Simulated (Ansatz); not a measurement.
# Cu: the cost of one run

Program: Ansatz 0.2.0. Level of theory: DFT PBE, scalar-relativistic, plane waves, PAW. These are calculated values, not measurements.

### Step 1. The starting structure

The structure is triclinic, space group P1 (No. 1). Conventional cell: a = 2.757 Å, b = 3.862 Å, c = 4.923 Å, α = 94.72°, β = 103.20°, γ = 98.38°. Around Cu (site symmetry 1) lie 2 Cu at 1.69 to 1.70 Å. Cu (site symmetry 1) is surrounded by 3 Cu at 1.69 to 1.86 Å. Cu (site symmetry 1) is surrounded by 3 Cu at 1.70 to 1.86 Å. Cu (site symmetry 1) is surrounded by 10 Cu at 2.42 to 2.90 Å.

As a file:

```cif
data_structure
_symmetry_space_group_name_H-M 'P 1'
_symmetry_Int_Tables_number 1
_cell_length_a 2.7567
_cell_length_b 4.9226
_cell_length_c 4.4059
_cell_angle_alpha 77.580
_cell_angle_beta 60.139
_cell_angle_gamma 76.796
_cell_volume 50.12
loop_
_atom_site_label
_atom_site_type_symbol
_atom_site_fract_x
_atom_site_fract_y
_atom_site_fract_z
_atom_site_occupancy
Cu1 Cu 0.85059 0.83747 0.06530 1
Cu2 Cu 0.98063 0.11880 0.16346 1
Cu3 Cu 0.35847 0.99192 0.42997 1
Cu4 Cu 0.60825 0.41582 0.67444 1
```

### Step 2. Rough relaxation on the coarse mesh

Input file input.yaml:

```yaml
crystal:
  lattice:
    - [2.7567047509, 0.0, 0.0]
    - [1.1244261136, 4.7924795237, 0.0]
    - [2.1936809223, 0.4586325316, 3.7933751828]
  atoms:
    - { symbol: Cu, position: [0.850592984, 0.8374748734, 0.0653033679] }
    - { symbol: Cu, position: [0.9806285875, 0.1188040611, 0.1634619869] }
    - { symbol: Cu, position: [0.3584709389, 0.9919236519, 0.4299747958] }
    - { symbol: Cu, position: [0.6082517245, 0.415817924, 0.6744386936] }
basis:
  ecutwfc: 420
kpoints:
  mp_grid: { grid: [8, 4, 4] }
hamiltonian:
  xc: pbe
scf:
  occupations: { method: gaussian, width: 0.1 }
  lower_state_search: "off"
output:
  forces: true
  stress: true
  eigenvalues: true
relax:
  adjacent_minimum: "off"
  f_tol: 0.04
  max_steps: 70
  cell: { stress_tol: 0.4 }
```

What time and memory should one allow on 4 threads of an x86-64 CPU, shared host?

About 82 s, with a peak of 0.55 GiB.
